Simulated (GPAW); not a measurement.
Write an ASE script for GPAW 26.7.0 that does the following.

```
Task                           : ts
Functional                     : PBE
Dispersion                     : TS
Potentials or basis            : GPAW PAW data sets (gpaw-data 1.2.1)
Basis                          : lcao:dzp
Grid spacing                   : 0.16 Å
k mesh                         : 8 × 8 × 8
Occupations                    : fermi-dirac, width 0.05 eV
Spin                           : no spin polarisation
Maxiter                        : 150
older calculator (legacy_gpaw) : yes
```

Crystal: Al.

```xyz
1
Lattice="0.0000 2.0248 2.0248 2.0248 0.0000 2.0248 2.0248 2.0248 0.0000" Properties=species:S:1:pos:R:3 pbc="T T T"
Al    0.0000    0.0000    0.0000
```

The input as run:

run.py

```python
from ase import Atoms
from ase.calculators.vdwcorrection import vdWTkatchenko09prl
from ase.dft.bandgap import bandgap
from ase.io import write
from gpaw import GPAW
from gpaw.analyse.hirshfeld import HirshfeldPartitioning
from gpaw.analyse.vdwradii import vdWradii
from gpaw.mpi import world

atoms = Atoms(['Al'],
              cell=[[0.0, 2.024805, 2.024805],
                    [2.024805, 0.0, 2.024805],
                    [2.024805, 2.024805, 0.0]],
              scaled_positions=[[0.0, 0.0, 0.0]],
              pbc=True)

calc = GPAW(mode='lcao',
            h=0.16,
            basis='dzp',
            xc='PBE',
            kpts={'size': (8, 8, 8), 'gamma': True},
            occupations={'name': 'fermi-dirac', 'width': 0.05},
            convergence={'density': 1e-05, 'energy': 1e-05},
            maxiter=150,
            legacy_gpaw=True,
            txt='gpaw.txt')
atoms.calc = calc
energy = atoms.get_potential_energy()
forces = atoms.get_forces()
calc.write('gs.gpw')
write('result.traj', atoms)
print(f'Energy: {energy:.6f} eV')
print('Forces (eV/A):')
print(forces.round(4))
print('Fermi level:', round(calc.get_fermi_level(), 4), 'eV')
print(f'Gap: {bandgap(calc)[0]:.4f} eV, direct: {bandgap(calc, direct=True)[0]:.4f} eV')

hirshfeld = HirshfeldPartitioning(calc)
print('Hirshfeld volume ratios:', *hirshfeld.get_effective_volume_ratios().round(4))
atoms.calc = vdWTkatchenko09prl(hirshfeld, vdWradii(atoms.get_chemical_symbols(), 'PBE', world=world), Rmax=15.0, txt='-')
total = atoms.get_potential_energy()
print(f'Energy with TS dispersion: {total:.6f} eV, dispersion {total - energy:.6f} eV')
print('Forces with TS dispersion:', *atoms.get_forces().round(5).ravel())
```

Potentials or basis: GPAW PAW data sets (gpaw-data 1.2.1), lcao:dzp.

Launch:

```console
$ OMP_NUM_THREADS=1 python run.py
```

Results of the run:

- Band gap on the k mesh: none (metal or under the smearing width)
- Dispersion energy per atom: -0.609 eV

Caveat: the real-space grid adds noise to forces; the basis of atomic orbitals isn't converged, which shifts pressures, moduli and gaps.

Wall time 3 min on 1 thread of Arm Neoverse V1, with other jobs on the host, peak memory 0.17 GiB.
